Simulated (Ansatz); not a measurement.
BaTiO3:

```
CELL_PARAMETERS angstrom
3.99980 0.00000 0.00000
0.00000 3.99980 0.00000
0.00000 0.00000 4.01800
ATOMIC_POSITIONS crystal
Ba 0.00000 0.00000 0.00000
Ti 0.50000 0.50000 0.49000
O 0.00000 0.50000 0.51700
O 0.50000 0.00000 0.51700
O 0.50000 0.50000 0.01900
```

* Program: Ansatz 0.2.0
* Task: relaxation of cell and atoms
* Functional: m-r2SCAN
* Potentials or basis: Ansatz PAW
* Cutoff: 500 eV (not typed: the program's choice for these potentials)
* k mesh: 7 × 7 × 7
* Occupations: fermi-dirac, width 0.05 eV
* Spin: no spin polarisation

At the start: volume 12.86 Å³/atom.

**Question.** How do energy, volume and symmetry change on relaxing?

**Answer.** It ends after 8 steps and the volume is 12.98 Å³/atom (+1.0 %); space group P4mm (No. 99, to 0.05 Å).

The path:
```
step  energy change (eV)  largest force (eV/Å)  volume (Å³)
   1              0.0000                0.3920        64.28
   2             -0.0057                0.1964        64.11
   3             -0.0073                0.2720        64.10
   4             -0.0113                0.2751        64.14
   5             -0.0204                0.0162        64.75
   6             -0.0204                0.0096        64.97
   7             -0.0205                0.0001        64.89
   8             -0.0208                0.0008        64.89
```

Final structure:
```
Ba Ti O
1.0
     3.97222    0.00000    0.00000
     0.00000    3.97222    0.00000
     0.00000    0.00000    4.11281
Ba Ti O
1 1 3
Cartesian
  0.0000 0.0000 -0.0181
  1.9861 1.9861 1.9638
  0.0000 1.9861 2.1290
  1.9861 0.0000 2.1290
  1.9861 1.9861 0.1423
```

Caveat: the plane-wave basis is chosen anew once the cell has moved, so the energies of steps on either side of that aren't comparable; the PAW data sets come from PBE, with cores solved anew for the run's functional, which leaves a small shift of forces and pressure.
